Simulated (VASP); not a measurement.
# RbBr (Pm-3m) in VASP: further runs, part 2 of 7

VASP 6.6.1.

### Step 7. Equation of state, r2SCAN, 36.18 Å³/atom

The input, INCAR:

```
PREC = Accurate
ENCUT = 300
EDIFF = 1E-6
ISMEAR = 0
SIGMA = 0.05
LREAL = False
LASPH = True
NELM = 100
ALGO = Normal
ISIF = 2
LWAVE = False
LCHARG = False
METAGGA = R2SCAN
LMIXTAU = True
ADDGRID = False
```

The input, KPOINTS:

```
regular mesh
0
Gamma
  2 2 2
```

The input, POSCAR:

```
RbBr
1.0
    4.1669322075      0.0000000000      0.0000000000
    0.0000000000      4.1669322075      0.0000000000
    0.0000000000      0.0000000000      4.1669322075
Rb Br
1 1
Direct
    0.0000000000      0.0000000000      0.0000000000
    0.5000000000      0.5000000000      0.5000000000
```

On the command line:

```bash
$ cat potpaw_PBE.64/Rb_sv/POTCAR potpaw_PBE.64/Br/POTCAR > POTCAR
$ mpirun -np 1 vasp_std > vasp.out
```

Wall time 9.3 s (1 thread of Intel Xeon 6975P-C (Granite Rapids), shared host); peak memory 0.13 GiB.

The run converged, but some of its settings lie outside the range that counts as converged, so its numbers aren't taken as properties of the crystal.

Results:

```yaml
Free_energy: -30.9134 eV
Pressure: 0.5 GPa
Band_gap_on_the_k_mesh: 4.64 eV, indirect (least direct gap 4.80 eV)
```

Caveat: the k mesh is coarse (spacing up to 0.75 Å⁻¹), so the values aren't converged; the PAW data sets were made with another functional, which shifts forces and pressure a little.

### Step 8. Equation of state, r2SCAN, 34.07 Å³/atom

Edit INCAR of step 7 so:

```diff
@@ -1,3 +1,3 @@
 PREC = Accurate
-ENCUT = 300
+ENCUT = 350
 EDIFF = 1E-6
```

KPOINTS is that of step 7.

The input, POSCAR:

```
RbBr
1.0
    4.0843969018      0.0000000000      0.0000000000
    0.0000000000      4.0843969018      0.0000000000
    0.0000000000      0.0000000000      4.0843969018
Rb Br
1 1
Direct
    0.0000000000      0.0000000000      0.0000000000
    0.5000000000      0.5000000000      0.5000000000
```

On the command line:

```bash
$ cat potpaw_PBE.64/Rb_sv/POTCAR potpaw_PBE.64/Br/POTCAR > POTCAR
$ mpirun -np 1 vasp_std > vasp.out
```

It took 12 s on 1 thread of Intel Xeon 6975P-C (Granite Rapids), shared host; peak memory 0.16 GiB.

These settings aren't checked as converged: the numbers below hold their error.

What came out:

```yaml
Free_energy: -30.8834 eV
Pressure: 1.8 GPa
Band_gap_on_the_k_mesh: 4.86 eV, indirect (least direct gap 5.02 eV)
```

Caveat: the k mesh is coarse (spacing up to 0.77 Å⁻¹), so the values aren't converged; the PAW data sets were made with another functional, which shifts forces and pressure a little.

### Step 9. Equation of state, r2SCAN, 36.18 Å³/atom

INCAR is that of step 8.

KPOINTS is that of step 8.

The input, POSCAR:

```
RbBr
1.0
    4.1669322075      0.0000000000      0.0000000000
    0.0000000000      4.1669322075      0.0000000000
    0.0000000000      0.0000000000      4.1669322075
Rb Br
1 1
Direct
    0.0000000000      0.0000000000      0.0000000000
    0.5000000000      0.5000000000      0.5000000000
```

Potentials or basis: VASP PAW PBE potentials, release 64 (Rb_sv, Br).

On the command line:

```bash
$ cat potpaw_PBE.64/Rb_sv/POTCAR potpaw_PBE.64/Br/POTCAR > POTCAR
$ mpirun -np 1 vasp_std > vasp.out
```

It took 12 s on 1 thread of Intel Xeon 6975P-C (Granite Rapids), shared host; peak memory 0.15 GiB.

These settings aren't checked as converged: the numbers below hold their error.

What came out:

```yaml
Free_energy: -30.9136 eV
Pressure: 0.5 GPa
Band_gap_on_the_k_mesh: 4.64 eV, indirect (least direct gap 4.79 eV)
```

Caveat: the k mesh is coarse (spacing up to 0.75 Å⁻¹), so the values aren't converged; the PAW data sets were made with another functional, which shifts forces and pressure a little.

### Step 10. Equation of state, r2SCAN, 34.07 Å³/atom

Edit INCAR of step 9 so:

```diff
@@ -1,3 +1,3 @@
 PREC = Accurate
-ENCUT = 350
+ENCUT = 400
 EDIFF = 1E-6
```

KPOINTS is that of step 9.

The input, POSCAR:

```
RbBr
1.0
    4.0843969018      0.0000000000      0.0000000000
    0.0000000000      4.0843969018      0.0000000000
    0.0000000000      0.0000000000      4.0843969018
Rb Br
1 1
Direct
    0.0000000000      0.0000000000      0.0000000000
    0.5000000000      0.5000000000      0.5000000000
```

On the command line:

```bash
$ cat potpaw_PBE.64/Rb_sv/POTCAR potpaw_PBE.64/Br/POTCAR > POTCAR
$ mpirun -np 1 vasp_std > vasp.out
```

Wall time 12 s (1 thread of Intel Xeon 6975P-C (Granite Rapids), shared host); peak memory 0.15 GiB.

These settings aren't checked as converged: the numbers below hold their error.

Results:

- Free energy: -30.8837 eV
- Pressure: 1.8 GPa
- Band gap on the k mesh: 4.86 eV, indirect (least direct gap 5.02 eV)

Caveat: the k mesh is coarse (spacing up to 0.77 Å⁻¹), so the values aren't converged; the PAW data sets were made with another functional, which shifts forces and pressure a little.

### Step 11. Equation of state, r2SCAN, 36.18 Å³/atom

INCAR is that of step 10.

KPOINTS is that of step 10.

The input, POSCAR:

```
RbBr
1.0
    4.1669322075      0.0000000000      0.0000000000
    0.0000000000      4.1669322075      0.0000000000
    0.0000000000      0.0000000000      4.1669322075
Rb Br
1 1
Direct
    0.0000000000      0.0000000000      0.0000000000
    0.5000000000      0.5000000000      0.5000000000
```

On the command line:

```bash
$ cat potpaw_PBE.64/Rb_sv/POTCAR potpaw_PBE.64/Br/POTCAR > POTCAR
$ mpirun -np 1 vasp_std > vasp.out
```

It took 12 s on 1 thread of Intel Xeon 6975P-C (Granite Rapids), shared host; peak memory 0.15 GiB.

These settings aren't checked as converged: the numbers below hold their error.

Results:

* Free energy: -30.9140 eV
* Pressure: 0.5 GPa
* Band gap on the k mesh: 4.64 eV, indirect (least direct gap 4.79 eV)

Caveat: the k mesh is coarse (spacing up to 0.75 Å⁻¹), so the values aren't converged; the PAW data sets were made with another functional, which shifts forces and pressure a little.

### Step 12. Equation of state, r2SCAN, 34.07 Å³/atom

Edit INCAR of step 11 so:

```diff
@@ -1,3 +1,3 @@
 PREC = Accurate
-ENCUT = 400
+ENCUT = 500
 EDIFF = 1E-6
```

KPOINTS is that of step 11.

The input, POSCAR:

```
RbBr
1.0
    4.0843969018      0.0000000000      0.0000000000
    0.0000000000      4.0843969018      0.0000000000
    0.0000000000      0.0000000000      4.0843969018
Rb Br
1 1
Direct
    0.0000000000      0.0000000000      0.0000000000
    0.5000000000      0.5000000000      0.5000000000
```

Potentials or basis: VASP PAW PBE potentials, release 64 (Rb_sv, Br).

On the command line:

```bash
$ cat potpaw_PBE.64/Rb_sv/POTCAR potpaw_PBE.64/Br/POTCAR > POTCAR
$ mpirun -np 1 vasp_std > vasp.out
```

Run time: 14 s. Hardware: 1 thread of Intel Xeon 6975P-C (Granite Rapids), shared host; peak memory 0.17 GiB.

These settings aren't checked as converged: the numbers below hold their error.

What came out:

```yaml
Free_energy: -30.8837 eV
Pressure: 1.8 GPa
Band_gap_on_the_k_mesh: 4.86 eV, indirect (least direct gap 5.02 eV)
```

Caveat: the k mesh is coarse (spacing up to 0.77 Å⁻¹), so the values aren't converged; the PAW data sets were made with another functional, which shifts forces and pressure a little.

### Step 13. Equation of state, r2SCAN, 36.18 Å³/atom

INCAR is that of step 12.

KPOINTS is that of step 12.

The input, POSCAR:

```
RbBr
1.0
    4.1669322075      0.0000000000      0.0000000000
    0.0000000000      4.1669322075      0.0000000000
    0.0000000000      0.0000000000      4.1669322075
Rb Br
1 1
Direct
    0.0000000000      0.0000000000      0.0000000000
    0.5000000000      0.5000000000      0.5000000000
```

On the command line:

```bash
$ cat potpaw_PBE.64/Rb_sv/POTCAR potpaw_PBE.64/Br/POTCAR > POTCAR
$ mpirun -np 1 vasp_std > vasp.out
```

Wall time 14 s (1 thread of Intel Xeon 6975P-C (Granite Rapids), shared host); peak memory 0.16 GiB.

These settings aren't checked as converged: the numbers below hold their error.

What came out:

```yaml
Free_energy: -30.9141 eV
Pressure: 0.5 GPa
Band_gap_on_the_k_mesh: 4.64 eV, indirect (least direct gap 4.79 eV)
```

Caveat: the k mesh is coarse (spacing up to 0.75 Å⁻¹), so the values aren't converged; the PAW data sets were made with another functional, which shifts forces and pressure a little.

### Step 14. Equation of state, r2SCAN, 34.07 Å³/atom

Edit INCAR of step 13 so:

```diff
@@ -1,3 +1,3 @@
 PREC = Accurate
-ENCUT = 500
+ENCUT = 600
 EDIFF = 1E-6
```

KPOINTS is that of step 13.

The input, POSCAR:

```
RbBr
1.0
    4.0843969018      0.0000000000      0.0000000000
    0.0000000000      4.0843969018      0.0000000000
    0.0000000000      0.0000000000      4.0843969018
Rb Br
1 1
Direct
    0.0000000000      0.0000000000      0.0000000000
    0.5000000000      0.5000000000      0.5000000000
```

On the command line:

```bash
$ cat potpaw_PBE.64/Rb_sv/POTCAR potpaw_PBE.64/Br/POTCAR > POTCAR
$ mpirun -np 1 vasp_std > vasp.out
```

Wall time 18 s (1 thread of Intel Xeon 6975P-C (Granite Rapids), shared host); peak memory 0.21 GiB.

The run converged, but some of its settings lie outside the range that counts as converged, so its numbers aren't taken as properties of the crystal.

What came out:

- Free energy: -30.8843 eV
- Pressure: 1.8 GPa
- Band gap on the k mesh: 4.86 eV, indirect (least direct gap 5.02 eV)

Caveat: the k mesh is coarse (spacing up to 0.77 Å⁻¹), so the values aren't converged; the PAW data sets were made with another functional, which shifts forces and pressure a little.

### Step 15. Equation of state, r2SCAN, 36.18 Å³/atom

INCAR is that of step 14.

KPOINTS is that of step 14.

The input, POSCAR:

```
RbBr
1.0
    4.1669322075      0.0000000000      0.0000000000
    0.0000000000      4.1669322075      0.0000000000
    0.0000000000      0.0000000000      4.1669322075
Rb Br
1 1
Direct
    0.0000000000      0.0000000000      0.0000000000
    0.5000000000      0.5000000000      0.5000000000
```

Potentials or basis: VASP PAW PBE potentials, release 64 (Rb_sv, Br).

On the command line:

```bash
$ cat potpaw_PBE.64/Rb_sv/POTCAR potpaw_PBE.64/Br/POTCAR > POTCAR
$ mpirun -np 1 vasp_std > vasp.out
```

Wall time 19 s (1 thread of Intel Xeon 6975P-C (Granite Rapids), shared host); peak memory 0.21 GiB.

These settings aren't checked as converged: the numbers below hold their error.

Results:

```
Free energy            : -30.9147 eV
Pressure               : 0.5 GPa
Band gap on the k mesh : 4.64 eV, indirect (least direct gap 4.80 eV)
```

Caveat: the k mesh is coarse (spacing up to 0.75 Å⁻¹), so the values aren't converged; the PAW data sets were made with another functional, which shifts forces and pressure a little.

### Step 16. Equation of state, r2SCAN, 34.07 Å³/atom

Edit INCAR of step 15 so:

```diff
@@ -1,3 +1,3 @@
 PREC = Accurate
-ENCUT = 600
+ENCUT = 250
 EDIFF = 1E-6
```

The input, KPOINTS:

```
regular mesh
0
Gamma
  5 5 5
```

The input, POSCAR:

```
RbBr
1.0
    4.0843969018      0.0000000000      0.0000000000
    0.0000000000      4.0843969018      0.0000000000
    0.0000000000      0.0000000000      4.0843969018
Rb Br
1 1
Direct
    0.0000000000      0.0000000000      0.0000000000
    0.5000000000      0.5000000000      0.5000000000
```

On the command line:

```bash
$ cat potpaw_PBE.64/Rb_sv/POTCAR potpaw_PBE.64/Br/POTCAR > POTCAR
$ mpirun -np 1 vasp_std > vasp.out
```

It took 11 s on 1 thread of Intel Xeon 6975P-C (Granite Rapids), shared host; peak memory 0.13 GiB.

These settings aren't checked as converged: the numbers below hold their error.

Results:

* Free energy: -31.1074 eV
* Band gap on the k mesh: 5.00 eV, indirect (least direct gap 5.11 eV)

Caveat: the cutoff is under 1.25 times the usual one of these potentials, so pressure, stress and relaxed cells hold a basis-set (Pulay) error; the PAW data sets were made with another functional, which shifts forces and pressure a little; an odd mesh through Γ misses points on the zone boundary, where band edges often lie.

### Step 17. Equation of state, r2SCAN, 36.18 Å³/atom

INCAR is that of step 16.

KPOINTS is that of step 16.

The input, POSCAR:

```
RbBr
1.0
    4.1669322075      0.0000000000      0.0000000000
    0.0000000000      4.1669322075      0.0000000000
    0.0000000000      0.0000000000      4.1669322075
Rb Br
1 1
Direct
    0.0000000000      0.0000000000      0.0000000000
    0.5000000000      0.5000000000      0.5000000000
```

On the command line:

```bash
$ cat potpaw_PBE.64/Rb_sv/POTCAR potpaw_PBE.64/Br/POTCAR > POTCAR
$ mpirun -np 1 vasp_std > vasp.out
```

Wall time 11 s (1 thread of Intel Xeon 6975P-C (Granite Rapids), shared host); peak memory 0.14 GiB.

The run converged, but some of its settings lie outside the range that counts as converged, so its numbers aren't taken as properties of the crystal.

What came out:

```yaml
Free_energy: -31.1098 eV
Band_gap_on_the_k_mesh: 4.77 eV, indirect (least direct gap 4.88 eV)
```

Caveat: the cutoff is under 1.25 times the usual one of these potentials, so pressure, stress and relaxed cells hold a basis-set (Pulay) error; the PAW data sets were made with another functional, which shifts forces and pressure a little; an odd mesh through Γ misses points on the zone boundary, where band edges often lie.

### Step 18. Equation of state, r2SCAN, 34.07 Å³/atom

Edit INCAR of step 17 so:

```diff
@@ -1,3 +1,3 @@
 PREC = Accurate
-ENCUT = 250
+ENCUT = 300
 EDIFF = 1E-6
```

KPOINTS is that of step 17.

The input, POSCAR:

```
RbBr
1.0
    4.0843969018      0.0000000000      0.0000000000
    0.0000000000      4.0843969018      0.0000000000
    0.0000000000      0.0000000000      4.0843969018
Rb Br
1 1
Direct
    0.0000000000      0.0000000000      0.0000000000
    0.5000000000      0.5000000000      0.5000000000
```

Potentials or basis: VASP PAW PBE potentials, release 64 (Rb_sv, Br).

On the command line:

```bash
$ cat potpaw_PBE.64/Rb_sv/POTCAR potpaw_PBE.64/Br/POTCAR > POTCAR
$ mpirun -np 1 vasp_std > vasp.out
```

It took 11 s on 1 thread of Intel Xeon 6975P-C (Granite Rapids), shared host; peak memory 0.14 GiB.

The run converged, but some of its settings lie outside the range that counts as converged, so its numbers aren't taken as properties of the crystal.

Results:

- Free energy: -31.1047 eV
- Pressure: 0.6 GPa
- Band gap on the k mesh: 5.00 eV, indirect (least direct gap 5.11 eV)

Caveat: the PAW data sets were made with another functional, which shifts forces and pressure a little; an odd mesh through Γ misses points on the zone boundary, where band edges often lie.

### Step 19. Equation of state, r2SCAN, 36.18 Å³/atom

INCAR is that of step 18.

KPOINTS is that of step 18.

The input, POSCAR:

```
RbBr
1.0
    4.1669322075      0.0000000000      0.0000000000
    0.0000000000      4.1669322075      0.0000000000
    0.0000000000      0.0000000000      4.1669322075
Rb Br
1 1
Direct
    0.0000000000      0.0000000000      0.0000000000
    0.5000000000      0.5000000000      0.5000000000
```

On the command line:

```bash
$ cat potpaw_PBE.64/Rb_sv/POTCAR potpaw_PBE.64/Br/POTCAR > POTCAR
$ mpirun -np 1 vasp_std > vasp.out
```

Wall time 13 s (1 thread of Intel Xeon 6975P-C (Granite Rapids), shared host); peak memory 0.13 GiB.

The run converged, but some of its settings lie outside the range that counts as converged, so its numbers aren't taken as properties of the crystal.

What came out:

```yaml
Free_energy: -31.1068 eV
Pressure: -0.5 GPa
Band_gap_on_the_k_mesh: 4.76 eV, indirect (least direct gap 4.88 eV)
```

Caveat: the PAW data sets were made with another functional, which shifts forces and pressure a little; an odd mesh through Γ misses points on the zone boundary, where band edges often lie.

### Step 20. Equation of state, r2SCAN, 34.07 Å³/atom

Edit INCAR of step 19 so:

```diff
@@ -1,3 +1,3 @@
 PREC = Accurate
-ENCUT = 300
+ENCUT = 350
 EDIFF = 1E-6
```

KPOINTS is that of step 19.

The input, POSCAR:

```
RbBr
1.0
    4.0843969018      0.0000000000      0.0000000000
    0.0000000000      4.0843969018      0.0000000000
    0.0000000000      0.0000000000      4.0843969018
Rb Br
1 1
Direct
    0.0000000000      0.0000000000      0.0000000000
    0.5000000000      0.5000000000      0.5000000000
```

On the command line:

```bash
$ cat potpaw_PBE.64/Rb_sv/POTCAR potpaw_PBE.64/Br/POTCAR > POTCAR
$ mpirun -np 1 vasp_std > vasp.out
```

Wall time 18 s (1 thread of Intel Xeon 6975P-C (Granite Rapids), shared host); peak memory 0.15 GiB.

These settings aren't checked as converged: the numbers below hold their error.

What came out:

```yaml
Free_energy: -31.1052 eV
Pressure: 0.6 GPa
Band_gap_on_the_k_mesh: 5.00 eV, indirect (least direct gap 5.11 eV)
```

Caveat: the PAW data sets were made with another functional, which shifts forces and pressure a little; an odd mesh through Γ misses points on the zone boundary, where band edges often lie.

### Step 21. Equation of state, r2SCAN, 36.18 Å³/atom

INCAR is that of step 20.

KPOINTS is that of step 20.

The input, POSCAR:

```
RbBr
1.0
    4.1669322075      0.0000000000      0.0000000000
    0.0000000000      4.1669322075      0.0000000000
    0.0000000000      0.0000000000      4.1669322075
Rb Br
1 1
Direct
    0.0000000000      0.0000000000      0.0000000000
    0.5000000000      0.5000000000      0.5000000000
```

Potentials or basis: VASP PAW PBE potentials, release 64 (Rb_sv, Br).

On the command line:

```bash
$ cat potpaw_PBE.64/Rb_sv/POTCAR potpaw_PBE.64/Br/POTCAR > POTCAR
$ mpirun -np 1 vasp_std > vasp.out
```

Wall time 19 s (1 thread of Intel Xeon 6975P-C (Granite Rapids), shared host); peak memory 0.16 GiB.

The run converged, but some of its settings lie outside the range that counts as converged, so its numbers aren't taken as properties of the crystal.

Results:

| Quantity | Value |
| --- | --- |
| Free energy | -31.1071 eV |
| Pressure | -0.5 GPa |
| Band gap on the k mesh | 4.76 eV, indirect (least direct gap 4.87 eV) |

Caveat: the PAW data sets were made with another functional, which shifts forces and pressure a little; an odd mesh through Γ misses points on the zone boundary, where band edges often lie.

### Step 22. Equation of state, r2SCAN, 34.07 Å³/atom

Edit INCAR of step 21 so:

```diff
@@ -1,3 +1,3 @@
 PREC = Accurate
-ENCUT = 350
+ENCUT = 250
 EDIFF = 1E-6
```

The input, KPOINTS:

```
regular mesh
0
Gamma
  6 6 6
```

The input, POSCAR:

```
RbBr
1.0
    4.0843969018      0.0000000000      0.0000000000
    0.0000000000      4.0843969018      0.0000000000
    0.0000000000      0.0000000000      4.0843969018
Rb Br
1 1
Direct
    0.0000000000      0.0000000000      0.0000000000
    0.5000000000      0.5000000000      0.5000000000
```

On the command line:

```bash
$ cat potpaw_PBE.64/Rb_sv/POTCAR potpaw_PBE.64/Br/POTCAR > POTCAR
$ mpirun -np 1 vasp_std > vasp.out
```

Run time: 15 s. Hardware: 1 thread of Intel Xeon 6975P-C (Granite Rapids), shared host; peak memory 0.14 GiB.

The run converged, but some of its settings lie outside the range that counts as converged, so its numbers aren't taken as properties of the crystal.

What came out:

| Property | Result |
| --- | --- |
| Free energy | -31.1075 eV |
| Band gap on the k mesh | 4.95 eV, indirect (least direct gap 5.11 eV) |

Caveat: the cutoff is under 1.25 times the usual one of these potentials, so pressure, stress and relaxed cells hold a basis-set (Pulay) error; the PAW data sets were made with another functional, which shifts forces and pressure a little.

(Part 2 of 7 ends here.)
